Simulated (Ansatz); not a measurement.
# Stiffness of CdSe from strained cells

```xyz
2
Lattice="0.0000 3.0703 3.0703 3.0703 0.0000 3.0703 3.0703 3.0703 0.0000" Properties=species:S:1:pos:R:3 pbc="T T T"
Cd    0.0000    0.0000    0.0000
Se    1.5351    1.5351    1.5351
```

Atoms are numbered in the order listed.

The conventional cell has a = 6.141 Å, b = 6.141 Å, c = 6.141 Å, α = 90.00°, β = 90.00°, γ = 90.00°. Cd (atom 1) is surrounded by 4 Se at 2.66 Å. Se (atom 2) has 4 Cd at 2.66 Å as nearest neighbours.

The cell is the one relaxed in the Materials Project (mp-2691), not relaxed further here; entries there can be hypothetical.

The calculation used DFT, PBE, all-electron LAPW, scalar-relativistic (Ansatz 0.2.0).

Settings: a Γ-centred 8×8×8 k mesh, Fermi–Dirac smearing of 0.03 eV, basis error target 1 meV/atom, no spin polarisation.

The unstrained cell is at 1.30 GPa. Large strains and very small stresses are left out. Each strain is applied once, with fractional coordinates held (clamped ions), and σ below is the change of stress, positive in tension. One finite strain gives stress–strain coefficients at this pressure with an error of the order of the strain times third-order constants, a few per cent for each per cent of strain.

Question: Estimate the stiffness probed by this change, and the stress that it gives: x and y strained by -2 %, z held.

Answer: σxx = -2.34 GPa, σzz = -2.04 GPa and εxx = εyy = -0.0200, so C12 = σzz/(2εxx) = 51 GPa and C11 + C12 = σxx/εxx = 117 GPa.

Question: With z strained by +3 % at fixed volume, the run gives σzz − σxx = 0.80 GPa and εzz − εxx = 0.0447. Which stiffness follows?

Answer: C11 − C12 = (σzz − σxx)/(εzz − εxx) = 18 GPa.

Question: Estimate the stiffness probed by this change, and the stress that it gives: equal xy, yz and zx engineering shear strains of -1 %.

Answer: σxy = -0.43 GPa and γxy = 2εxy = -0.0100, so C44 (clamped ions) = σxy/γxy = 43 GPa.

Question: With equal xy, yz and zx engineering shear strains of +1 %, the run gives σxy = 0.41 GPa and γxy = 2εxy = 0.0100. Which stiffness follows?

Answer: C44 (clamped ions) = σxy/γxy = 41 GPa.

Question: What do those two numbers (x and y strained by -2 %, z held) give for C11, and is the cell stable to tetragonal shear?

Answer: C11 = 117 − 51 = 66 GPa and C11 − C12 = 15 GPa: too near zero for one strain to settle the sign.

Question: The two estimates of C44 (clamped ions) differ. Why, and which value is best?

Answer: Finite strains add third-order terms, which change sign with the strain; interpolating the two linearly to zero strain gives 42 GPa, the better value.

Question: Scaling the volume by 0.9900 and 1.0100 gives 1.83 GPa and 0.81 GPa. Combine this with the best C11 − C12 to estimate C11 and C12.

Answer: B = −ΔP/Δln V = 50.8 GPa = (C11 + 2 C12)/3; with C11 − C12 = 17.9 GPa, C11 = B + (2/3)(C11 − C12) = 63 GPa and C12 = B − (C11 − C12)/3 = 45 GPa.
